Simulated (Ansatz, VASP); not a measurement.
**One calculation of ZrC, two programs**

```
CELL_PARAMETERS angstrom
3.41394 0.00000 0.00000
-1.70697 2.95656 0.00000
0.00000 0.00000 5.32509
ATOMIC_POSITIONS crystal
Zr 0.66667 0.33333 0.75000
Zr 0.33333 0.66667 0.25000
C 0.00000 0.00000 0.50000
C 0.00000 0.00000 0.00000
```

Change from the starting cell: volume scaled by 1.02.

Alike in both runs: task single point; functional PBEsol; k mesh 9 × 9 × 5; occupations fermi-dirac, width 0.05 eV; no spin polarisation.

```csv
,VASP,Ansatz
version,VASP 6.6.1,Ansatz 0.2.0
potentials or method,"VASP PAW PBE potentials, release 64 (Zr_sv, C)",Ansatz PAW
plane-wave cutoff (eV),520,420
valence electrons in the cell,32,32
```

|  | VASP | Ansatz | Ansatz less VASP |
| --- | --- | --- | --- |
| gap on the k mesh at the Fermi level (eV) | none | none | - |
| pressure (GPa) | -11.3 | -11.6 | -0.32 |
| largest component of the traceless stress (GPa) | 1.25 | 1.26 | +0.017 |

A gap of «none» marks a metal or a gap that the smearing closes.

Caveats: the PAW data sets were made with another functional, which shifts forces and pressure a little (VASP); the PAW data sets come from PBE, with cores solved anew for the run's functional, which leaves a small shift of forces and pressure (Ansatz).
